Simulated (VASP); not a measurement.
A run of VASP 6.6.1 is set up as follows.

The input INCAR:

```
PREC = Accurate
ENCUT = 520
EDIFF = 1E-7
ISMEAR = 0
SIGMA = 0.1
LREAL = F
LASPH = T
NELM = 60
ALGO = Fast
ISIF = 3
LWAVE = F
LCHARG = F
GGA = PE
IBRION = 2
NSW = 80
EDIFFG = -0.002
KPAR = 4
```

File KPOINTS:

```
regular mesh
0
Gamma
  12 12 12
```

File POSCAR:

```
Si2W                                    
1.0
   -1.6146558916      1.6146558916      3.9345194171
    1.6146558916     -1.6146558916      3.9345194171
    1.6146558916      1.6146558916     -3.9345194171
  Si              W             
     2     1
Direct
     0.3344506225213821    0.3344506225213821    1.0000000000000000
     0.6655493774786180    0.6655493774786180    0.0000000000000000
     0.0000000000000000    0.0000000000000000    0.0000000000000000
```

Potentials or basis: VASP PAW PBE potentials, release 64 (Si, W_sv).

Launch:

```bash
$ cat potpaw_PBE.64/Si/POTCAR potpaw_PBE.64/W_sv/POTCAR > POTCAR
$ mpirun -np 4 vasp_std > vasp.out
```

(1) Predict the band gap on the k mesh.

## Answers

(1) none (metal or under the smearing width).

Caveat: the relaxation stopped at its first step, so nothing moved.
